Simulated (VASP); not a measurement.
## W: relaxation of cell and atoms with optB88-vdW

W:

```
W
1.0
     0.00000    2.03000    2.03000
     2.03000    0.00000    2.03000
     2.03000    2.03000    0.00000
W
1
Direct
  0.00000 0.00000 0.00000
```

This isn't the form of W at room conditions, which is bcc.

- Program: VASP 6.6.1
- Task: relaxation of cell and atoms
- Functional: optB88-vdW
- Potentials or basis: VASP PAW PBE potentials, release 64 (W_sv)
- Cutoff: 600 eV
- k mesh: 11 × 11 × 11
- Occupations: fermi-dirac, width 0.05 eV
- Spin: no spin polarisation
- Further INCAR settings: ALGO = Normal; EDIFF = 1e-07; IBRION = 2; EDIFFG = -0.01; NSW = 60; ISIF = 3

```json
{
  "Relaxed volume": "16.47 Å³/atom",
  "Relaxed cell": "a = 2.856 Å, b = 2.856 Å, c = 2.856 Å, α = 60.00°, β = 60.00°, γ = 60.00°",
  "Space group after relaxing (to 0.05 Å)": "Fm-3m (No. 225)",
  "Energy gained by relaxing": "3.6 meV/atom",
  "Ionic steps": "4",
  "Pressure after relaxing": "0.0 GPa",
  "Band gap on the k mesh": "none (metal or under the smearing width)"
}
```

Step by step:
| step | energy change (eV) | largest force (eV/Å) | pressure (GPa) | volume (Å³) |
| --- | --- | --- | --- | --- |
| 1 | 0.0000 | 0.0000 | -4.41 | 16.73 |
| 2 | 0.0385 | 0.0000 | 16.95 | 15.64 |
| 3 | -0.0036 | 0.0000 | -0.10 | 16.48 |
| 4 | -0.0036 | 0.0000 | -0.01 | 16.47 |

Final structure:
```
W
1.0
     0.00000    2.01952    2.01952
     2.01952    0.00000    2.01952
     2.01952    2.01952    0.00000
W
1
Direct
  0.00000 0.00000 0.00000
```

Levels at points of the mesh, in eV from the Fermi level:
| k point | band 3 | band 4 | band 5 | band 6 | band 7 | band 8 | band 9 | band 10 | band 11 |
| --- | --- | --- | --- | --- | --- | --- | --- | --- | --- |
| (0.00, 0.00, 0.00) | -37.33 | -37.33 | -8.85 | -0.56 | -0.56 | -0.56 | 2.52 | 2.52 | 12.95 |

Wall time 61 s on 1 thread of Intel(R) Xeon(R) Platinum 8488C (Sapphire Rapids), with other jobs on the host, peak memory 0.26 GiB.

Caveat: the PAW data sets were made with another functional, which shifts forces and pressure a little. The run has no spin-orbit coupling, so splittings on W are missing.
